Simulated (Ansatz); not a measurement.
Density of states of HgTe

```cif
data_structure
_symmetry_space_group_name_H-M 'Fm-3m'
_symmetry_Int_Tables_number 225
_cell_length_a 5.8430
_cell_length_b 5.8430
_cell_length_c 5.8430
_cell_angle_alpha 90.000
_cell_angle_beta 90.000
_cell_angle_gamma 90.000
_cell_volume 199.48
loop_
_atom_site_label
_atom_site_type_symbol
_atom_site_symmetry_multiplicity
_atom_site_Wyckoff_symbol
_atom_site_fract_x
_atom_site_fract_y
_atom_site_fract_z
_atom_site_occupancy
Hg1 Hg 4 a 0.00000 0.00000 0.00000 1
Te1 Te 4 b 0.50000 0.00000 0.00000 1
```

The runs use the primitive cell with vectors (0.000, 2.921, 2.921), (2.921, 0.000, 2.921), (2.921, 2.921, 0.000) Å, to which the k mesh refers.

The cell comes from COD entry 1538296, which wasn't checked; take it as a given geometry.

Spin–orbit coupling is left out, though it moves levels of the heavy atoms by tenths of an eV or more.

All numbers below come from DFT, PBEsol, all-electron LAPW, scalar-relativistic in Ansatz 0.2.0.

Numerical set-up: a Γ-centred 12×12×12 k mesh, Fermi–Dirac smearing of 0.08 eV, basis error target 1 meV/atom, no spin polarisation.

States per eV and cell, averaged over 0.4 eV, from -5.8 to 3.6 eV, with energies (bin centres) from the Fermi level; empty bins are left out. 

```csv
E (eV),total
-5.7,1.07
-5.3,1.45
-4.9,1.06
-4.5,0.56
-4.1,0.62
-3.7,0.69
-3.3,0.73
-2.9,0.97
-2.5,1.14
-2.1,1.15
-1.7,1.15
-1.3,1.20
-0.9,1.20
-0.5,1.05
-0.1,1.06
0.3,0.67
0.7,0.36
1.1,0.46
1.5,0.61
1.9,1.00
2.3,0.81
2.7,0.70
3.1,0.15
3.5,0.39
```
